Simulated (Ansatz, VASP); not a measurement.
**Cross-check of Sn3Ge13 (random alloy of the diamond Ge-Sn line, x = 0.1875) between VASP and Ansatz**

One calculation is typed for both programs; each brings its own data sets. How far apart do they land? Of the first pair: The structure shown is the start of the Ansatz relaxation below; VASP solves that cell, so the two are compared at the walk's first step.

Calculated with Ansatz 0.2.0; plane waves, with VASP 6.6.1 beside it; PBE.

### 1. Starting point

The cell holds 64 atoms: 52 Ge and 12 Sn. Cell: a = 11.855 Å, b = 11.855 Å, c = 11.855 Å, α = 90.0°, β = 90.0°, γ = 90.0°. It derives from Ge (diamond Ge-Sn), repeated 2×2×2. Diamond Ge-Sn: 64 atoms, 12 of 64 Ge sites given to Sn at random, cell and internal coordinates interpolated linearly between the end members (Vegard's rule); (so at first; earlier steps may have moved the atoms), displaced by a Gaussian of 0.02 A. Lattice constants are starting values near those of PBE.

### 2. Ansatz: relaxation, PBE

Ansatz runs on its default PAW (the set named soft_2) files.

The two programs are compared at the cell with which this relaxation starts, whose forces are those of its first step.

Input file input.yaml:

```yaml
crystal:
  lattice:
    - [11.85464, 0.0, 0.0]
    - [0.0, 11.85464, 0.0]
    - [0.0, 0.0, 11.85464]
  atoms:
    - { symbol: Ge, position: [0.00274, 0.99897, 0.99911] }
    - { symbol: Sn, position: [0.12319, 0.12646, 0.12112] }
    - { symbol: Sn, position: [0.00294, 0.24872, 0.25054] }
    - { symbol: Ge, position: [0.12458, 0.37747, 0.37152] }
    - { symbol: Ge, position: [0.24946, 0.99935, 0.25191] }
    - { symbol: Sn, position: [0.37314, 0.12471, 0.37352] }
    - { symbol: Ge, position: [0.25007, 0.25098, 0.99814] }
    - { symbol: Ge, position: [0.37693, 0.37652, 0.12585] }
    - { symbol: Ge, position: [0.00152, 0.99885, 0.49979] }
    - { symbol: Ge, position: [0.12342, 0.12455, 0.62589] }
    - { symbol: Sn, position: [0.99883, 0.24933, 0.74884] }
    - { symbol: Ge, position: [0.12357, 0.37387, 0.87498] }
    - { symbol: Sn, position: [0.24811, 0.0004, 0.7528] }
    - { symbol: Ge, position: [0.37625, 0.12468, 0.8735] }
    - { symbol: Sn, position: [0.24874, 0.25286, 0.50009] }
    - { symbol: Ge, position: [0.37393, 0.37532, 0.62854] }
    - { symbol: Ge, position: [0.0002, 0.50104, 0.00051] }
    - { symbol: Ge, position: [0.12441, 0.62307, 0.12441] }
    - { symbol: Ge, position: [0.99965, 0.75099, 0.25142] }
    - { symbol: Ge, position: [0.12657, 0.87548, 0.37649] }
    - { symbol: Ge, position: [0.24873, 0.50211, 0.25087] }
    - { symbol: Ge, position: [0.3745, 0.62582, 0.37487] }
    - { symbol: Ge, position: [0.25191, 0.75256, 0.00369] }
    - { symbol: Sn, position: [0.37264, 0.87256, 0.12415] }
    - { symbol: Ge, position: [0.00027, 0.50148, 0.50053] }
    - { symbol: Ge, position: [0.12159, 0.62448, 0.6264] }
    - { symbol: Sn, position: [0.00039, 0.75129, 0.74962] }
    - { symbol: Ge, position: [0.12466, 0.87531, 0.87569] }
    - { symbol: Ge, position: [0.25033, 0.5002, 0.74887] }
    - { symbol: Ge, position: [0.37564, 0.62521, 0.87691] }
    - { symbol: Sn, position: [0.25202, 0.75031, 0.49937] }
    - { symbol: Sn, position: [0.37392, 0.87571, 0.62513] }
    - { symbol: Ge, position: [0.49942, 7.0e-05, 0.99895] }
    - { symbol: Ge, position: [0.62618, 0.12425, 0.12707] }
    - { symbol: Ge, position: [0.50068, 0.251, 0.24815] }
    - { symbol: Ge, position: [0.62529, 0.37625, 0.37339] }
    - { symbol: Ge, position: [0.74955, 6.0e-05, 0.24768] }
    - { symbol: Ge, position: [0.87553, 0.12643, 0.37355] }
    - { symbol: Ge, position: [0.75059, 0.24779, 0.99993] }
    - { symbol: Ge, position: [0.87227, 0.37689, 0.12569] }
    - { symbol: Ge, position: [0.49996, 0.99869, 0.50215] }
    - { symbol: Ge, position: [0.62832, 0.12187, 0.62709] }
    - { symbol: Ge, position: [0.50275, 0.25057, 0.74798] }
    - { symbol: Sn, position: [0.62646, 0.37469, 0.87398] }
    - { symbol: Ge, position: [0.74792, 0.00093, 0.75134] }
    - { symbol: Ge, position: [0.87395, 0.12588, 0.87307] }
    - { symbol: Ge, position: [0.75135, 0.25008, 0.49969] }
    - { symbol: Ge, position: [0.87483, 0.37647, 0.62627] }
    - { symbol: Ge, position: [0.50089, 0.50023, 0.00013] }
    - { symbol: Ge, position: [0.62604, 0.62539, 0.12615] }
    - { symbol: Ge, position: [0.49948, 0.74589, 0.25175] }
    - { symbol: Ge, position: [0.62869, 0.87574, 0.37483] }
    - { symbol: Ge, position: [0.74977, 0.4998, 0.25003] }
    - { symbol: Ge, position: [0.87311, 0.62413, 0.37332] }
    - { symbol: Ge, position: [0.75042, 0.7495, 0.00084] }
    - { symbol: Ge, position: [0.87471, 0.87666, 0.12536] }
    - { symbol: Ge, position: [0.5037, 0.4968, 0.49891] }
    - { symbol: Sn, position: [0.62652, 0.62927, 0.62458] }
    - { symbol: Ge, position: [0.50007, 0.74962, 0.75225] }
    - { symbol: Ge, position: [0.62452, 0.87615, 0.87446] }
    - { symbol: Ge, position: [0.74785, 0.50053, 0.75085] }
    - { symbol: Ge, position: [0.87718, 0.62481, 0.87396] }
    - { symbol: Ge, position: [0.75095, 0.75041, 0.50047] }
    - { symbol: Ge, position: [0.87488, 0.87696, 0.62562] }
kpoints:
  mp_grid: { grid: [1, 1, 1] }
hamiltonian:
  xc: pbe
scf:
  occupations: { method: fermi_dirac, width: 0.025 }
output:
  forces: true
relax:
  f_tol: 0.04
  max_steps: 150
  cell: {}
```

Command:

```console
$ ansatz run input.yaml --threads 4 --pin off --max-ram 8192MiB --backend cpu --events-out ev --progress --plain --runs-dir out
```

Numbers of over 12 decimals in the logs are rounded to 6 here.

Output:

```text
Engine: ansatz 0.2.0, aarch64-unknown-linux-gnu
Pseudopotentials: kind: paw
Pseudopotential: Ge, paw, valence charge 14, recommended cutoff 420 eV (normal), Ge.paw.azcp
Pseudopotential: Sn, paw, valence charge 14, recommended cutoff 420 eV (normal), Sn.paw.azcp
Functional definition: PBE
  parameter kappa = 0.804
  parameter beta = 0.066725
  exchange = pbe_x(kappa = kappa, mu = beta*pi^2/3)
  correlation = pbe_c(beta = beta)
Crystal: 64 atoms, lattice volume = 1665.962 Å³
Basis set: ecut = 420 eV, 32531 PW (Γ), exchange–correlation on 160×160×160 points (8 copies of the dense FFT grid, shifted against one another)
Bands: 538, of which v1, the nominal top of the filled ones, is band 448 counted from 1 (447 counted from 0)
Symmetry: 1 space group operations
Space group: P1 (ITA 1), of the structure as read, at distance tolerance 1.2e-4 Å
k-points: 1
Non-local potential: Ge, projectors of the file, l = 0: 2, l = 1: 2, l = 2: 3, l = 3: 1
Non-local potential: Sn, projectors of the file, l = 0: 2, l = 1: 2, l = 2: 2, l = 3: 2
PAW form: soft (Blöchl's): semilocal exchange-correlation on the pseudo side does not see the compensation charge
PAW one-centre angular grid: Ge, 590 points (default); XC on 64 Gauss nodes
PAW one-centre angular grid: Sn, 590 points (default); XC on 64 Gauss nodes
Initial density: superposition of atomic densities (neutral atoms: chi_scale 0, normalization atom), corrected by the library's trained network
Initial wavefunctions: pseudopotential atomic-orbital guess
Functional: x = pbe(κ = 0.804, μ = 0.219515), c = pbe(β = 0.066725)
SCF iter   1: F=—  HF=-295617.270256 eV  |F-HF|=—  |Δ(HF+E_count)|=         —  Δρ=3.07e-3  dr2=1.77e-1  ethr=1.77e-3  ⟨swp⟩=6.0  Hψ=2001  notcnv=0  defer=5
preconditioner: auto → LDOS  [insulator: Δε(μ)=0.109 eV  Ē_g=21.704 eV  σ=0.025 eV  W_gap=0.79  n_scr=436 (ndim 8)  ℏωp=27.2 eV  f_vac=0.093  D(μ)=17.96/eV (n_scr^D=80)  ε∞_Penn≈2.6  β→1.0]
SCF iter   2: F=—  HF=-295617.260650 eV  |F-HF|=—  |Δ(HF+E_count)|=   9.61e-3  Δρ=1.67e-3  dr2=6.05e-2  ethr=1.98e-5  ⟨swp⟩=2.0  Hψ=1084  notcnv=0  defer=73
SCF iter   3: F=—  HF=-295617.230891 eV  |F-HF|=—  |Δ(HF+E_count)|=   2.98e-2  Δρ=4.48e-4  dr2=6.10e-3  ethr=6.75e-6  ⟨swp⟩=2.0  Hψ=930  notcnv=0  defer=73
SCF iter   4: F=—  HF=-295617.227955 eV  |F-HF|=—  |Δ(HF+E_count)|=   2.94e-3  Δρ=1.19e-4  dr2=4.53e-4  ethr=6.81e-7  ⟨swp⟩=2.0  Hψ=914  notcnv=0  defer=73
SCF iter   5: F=—  HF=-295617.227928 eV  |F-HF|=—  |Δ(HF+E_count)|=   2.66e-5  Δρ=4.05e-5  dr2=7.09e-5  ethr=5.06e-8  ⟨swp⟩=2.0  Hψ=918  notcnv=0  defer=73
SCF iter   6: F=—  HF=-295617.229235 eV  |F-HF|=—  |Δ(HF+E_count)|=   1.31e-3  Δρ=1.60e-5  dr2=8.11e-6  ethr=7.91e-9  ⟨swp⟩=2.0  Hψ=663  notcnv=0  defer=73
SCF iter   7: F=—  HF=-295617.229238 eV  |F-HF|=—  |Δ(HF+E_count)|=   2.62e-6  Δρ=5.42e-6  dr2=1.24e-6  ethr=9.05e-10  ⟨swp⟩=2.0  Hψ=892  notcnv=0  defer=73
SCF iter   8: F=—  HF=-295617.229238 eV  |F-HF|=—  |Δ(HF+E_count)|=   4.79e-7  Δρ=2.01e-6  dr2=1.39e-7  ethr=1.38e-10  ⟨swp⟩=2.0  Hψ=884  notcnv=0  defer=73
SCF iter   9: F=-295617.229238 eV  HF=-295617.229238 eV  |F-HF|=5.82e-10  |Δ(HF+E_count)|=   5.12e-8  Δρ=7.15e-7  dr2=1.64e-8  ethr=1.12e-11  ⟨swp⟩=4.0  Hψ=1543  notcnv=0
SCF 1 converged in 9 iterations: F = -295617.229238 eV  dr2 = 1.64e-8
  greatest PAW one-centre occupation: 0.998 electrons in one spin orbital (limit 2), on the Ge atom at site 22 (counted from 0), in its partial waves of l = 2
relax step   1: F+E_penalty+E_count = -295617.22923848 eV  Δ(F+E_penalty+E_count) = +0.000e0 eV  max|allowed force component| = 1.896e0 eV/Å  Δτ_max = 0.0000 Å  P = +3.070 GPa  Ω = 1665.962 Å³  (9 SCF iters, dr2 threshold 1.00e-7 eV, accepted)
Crystal: 64 atoms, lattice volume = 1749.962 Å³
Basis set: ecut = 420 eV, 34223 PW (Γ), exchange–correlation on 160×160×160 points (8 copies of the dense FFT grid, shifted against one another)
Initial density: handed on by an earlier stage of this run
Initial wavefunctions: those handed on with the density
iter 1 solved again at ethr=7.05e-5 eV; its pass at ethr=3.10e-3 eV (dr2=6.32e-1 eV) is discarded
SCF iter   1: F=—  HF=-295620.982663 eV  |F-HF|=—  |Δ(HF+E_count)|=         —  Δρ=7.29e-3  dr2=6.32e-1  ethr=7.05e-5  ⟨swp⟩=3.0  Hψ=2643  notcnv=0
preconditioner: auto → LDOS  [insulator: Δε(μ)=0.115 eV  Ē_g=21.512 eV  σ=0.025 eV  W_gap=0.82  n_scr=442 (ndim 8)  ℏωp=26.6 eV  f_vac=0.113  D(μ)=16.52/eV (n_scr^D=80)  ε∞_Penn≈2.5  β→1.0]
SCF iter   2: F=—  HF=-295621.043722 eV  |F-HF|=—  |Δ(HF+E_count)|=   6.11e-2  Δρ=2.17e-3  dr2=2.01e-1  ethr=7.05e-5  ⟨swp⟩=9.0  Hψ=957  notcnv=0
SCF iter   3: F=—  HF=-295621.003668 eV  |F-HF|=—  |Δ(HF+E_count)|=   4.01e-2  Δρ=1.12e-3  dr2=5.96e-2  ethr=2.24e-5  ⟨swp⟩=3.0  Hψ=837  notcnv=0  defer=73
SCF iter   4: F=—  HF=-295620.989472 eV  |F-HF|=—  |Δ(HF+E_count)|=   1.42e-2  Δρ=3.38e-4  dr2=4.38e-3  ethr=6.65e-6  ⟨swp⟩=2.0  Hψ=670  notcnv=0  defer=73
[...]
atom  12  Ge    -0.00219237    -0.00091467     0.00068184
  atom  13  Sn    -0.00178449     0.00255783     0.00154299
  atom  14  Ge    -0.00226490    -0.00117134    -0.00046255
  atom  15  Sn    -0.00219453     0.00251652     0.00163202
  atom  16  Ge    -0.00195503     0.00063480    -0.00152733
  atom  17  Ge     0.00184956     0.00071385    -0.00061460
  atom  18  Ge    -0.00183138    -0.00148268     0.00018723
  atom  19  Ge     0.00164034     0.00011361     0.00052562
  atom  20  Ge    -0.00148710     0.00072893     0.00021034
  atom  21  Ge     0.00329437    -0.00082269     0.00048601
  atom  22  Ge    -0.00414246    -0.00013951     0.00047667
  atom  23  Ge     0.00382312     0.00212005     0.00163079
  atom  24  Sn    -0.00155678    -0.00170549     0.00008844
  atom  25  Ge     0.00242413     0.00018244     0.00060739
  atom  26  Ge     0.00003337     0.00277196    -0.00167707
  atom  27  Sn    -0.00064090    -0.00096687     0.00145268
  atom  28  Ge    -0.00091595     0.00063339    -0.00095384
  atom  29  Ge     0.00128710     0.00021450    -0.00049309
  atom  30  Ge    -0.00137176    -0.00106070     0.00057638
  atom  31  Sn    -0.00078724    -0.00327727    -0.00212135
  atom  32  Sn     0.00610380    -0.00146911    -0.00007916
  atom  33  Ge     0.00137011     0.00070920    -0.00088408
  atom  34  Ge    -0.00188055    -0.00127527     0.00042115
  atom  35  Ge     0.00193782     0.00144165    -0.00013538
[...]
atom  57  Ge     0.00240227     0.00036460     0.00018076
  atom  58  Sn    -0.00073215    -0.00027320     0.00010673
  atom  59  Ge     0.00042556     0.00190525    -0.00240369
  atom  60  Ge    -0.00207634    -0.00025510     0.00028684
  atom  61  Ge     0.00061883     0.00068721     0.00043364
  atom  62  Ge    -0.00021930    -0.00025442    -0.00076565
  atom  63  Ge     0.00162514    -0.00033722     0.00077386
  atom  64  Ge    -0.00169011     0.00031007    -0.00030751
  max |Σ_I F_I| component: 5.91e-7 eV/Å
--- Stress (GPa, compression-positive) ---
       -0.000624      -0.000441       0.000771
       -0.000441       0.005850       0.011860
        0.000771       0.011860       0.003138
  P = ⅓ Tr σ = 0.0028 GPa (0.028 kbar)
--- Relaxed structure (7 steps of the walk, 6 accepted, 1 SCFs on fresh bases) ---
  F+E_penalty+E_count = -295621.28536420 eV   max|allowed force component| = 6.104e-3 eV/Å   (the final SCF, on the basis selected at the relaxed cell)
  cell:  # Å, volume = 1728.1333 Å³
    - [11.962100, 0.00942935, -0.00412841]
    - [0.00942935, 12.017420, 0.191609]
    - [-0.00412841, 0.191609, 12.024561]
  atoms:
    - { symbol: Ge, position: [-0.00911706, 0.990429, 0.999251] }
    - { symbol: Sn, position: [0.126601, 0.123652, 0.116137] }
    - { symbol: Sn, position: [-0.00566249, 0.256727, 0.256127] }
    - { symbol: Ge, position: [0.121809, 0.393447, 0.374155] }
    - { symbol: Ge, position: [0.244459, 0.990747, 0.254123] }
    - { symbol: Sn, position: [0.382401, 0.121449, 0.369278] }
    - { symbol: Ge, position: [0.262934, 0.260248, 0.996560] }
    - { symbol: Ge, position: [0.376317, 0.379263, 0.125657] }
    - { symbol: Ge, position: [-0.00694528, 0.999051, 0.495718] }
    - { symbol: Ge, position: [0.111276, 0.119334, 0.618596] }
    - { symbol: Sn, position: [0.997819, 0.252249, 0.754032] }
    - { symbol: Ge, position: [0.130396, 0.381633, 0.880289] }
    - { symbol: Sn, position: [0.246245, 0.00728132, 0.759706] }
    - { symbol: Ge, position: [0.383631, 0.136119, 0.879514] }
    - { symbol: Sn, position: [0.245739, 0.257546, 0.503835] }
    - { symbol: Ge, position: [0.378577, 0.380777, 0.631518] }
    - { symbol: Ge, position: [0.00308408, 0.500175, 0.0027597] }
    - { symbol: Ge, position: [0.120149, 0.624685, 0.126040] }
    - { symbol: Ge, position: [0.997935, 0.749053, 0.245614] }
    - { symbol: Ge, position: [0.110034, 0.874569, 0.369899] }
    - { symbol: Ge, position: [0.252587, 0.502472, 0.245137] }
    - { symbol: Ge, position: [0.381751, 0.615598, 0.366293] }
    - { symbol: Ge, position: [0.244175, 0.742585, -0.00124796] }
    - { symbol: Sn, position: [0.377383, 0.871003, 0.123697] }
    - { symbol: Ge, position: [-0.00385939, 0.504828, 0.498145] }
    - { symbol: Ge, position: [0.122671, 0.611245, 0.626531] }
    - { symbol: Sn, position: [-0.00218393, 0.747650, 0.748370] }
    - { symbol: Ge, position: [0.118900, 0.871023, 0.886725] }
    - { symbol: Ge, position: [0.255602, 0.500795, 0.752844] }
    - { symbol: Ge, position: [0.370508, 0.625393, 0.878853] }
    - { symbol: Sn, position: [0.247835, 0.741189, 0.491707] }
    - { symbol: Sn, position: [0.385820, 0.874136, 0.626304] }
    - { symbol: Ge, position: [0.510532, 0.008032, 0.997384] }
    - { symbol: Ge, position: [0.628296, 0.126095, 0.126311] }
[...]
- { symbol: Sn, position: [0.623084, 0.374276, 0.877159] }
[...]
- { symbol: Ge, position: [0.868416, 0.870775, 0.126856] }
    - { symbol: Ge, position: [0.500636, 0.492093, 0.494869] }
    - { symbol: Sn, position: [0.625502, 0.626641, 0.624090] }
    - { symbol: Ge, position: [0.505600, 0.747929, 0.768259] }
    - { symbol: Ge, position: [0.627409, 0.876245, 0.879254] }
    - { symbol: Ge, position: [0.763125, 0.498828, 0.750956] }
    - { symbol: Ge, position: [0.869186, 0.620228, 0.884544] }
    - { symbol: Ge, position: [0.758742, 0.755575, 0.492428] }
    - { symbol: Ge, position: [0.865949, 0.880560, 0.620245] }
```

In the SCF lines HF is the Harris–Foulkes energy and dr2 the Hartree energy of the density residual, in eV; the loop may stop once dr2 is under the threshold and the program's other checks hold. Hψ counts applications of the Hamiltonian.

(Continued in part 2 of 2.)

[Lines on the potential files, build, host, timing and source positions are cut from VASP's logs without a mark.]

[Logs are printed without paths, hosts, clocks, repeated set-up lines and the standing remarks that a program may print on its own settings, such as how far it seeks lower states.]

[Hosts, paths, dates, database ids (printed as entryN), source tags and the programs' standing remarks are cut or masked in the printed files.]
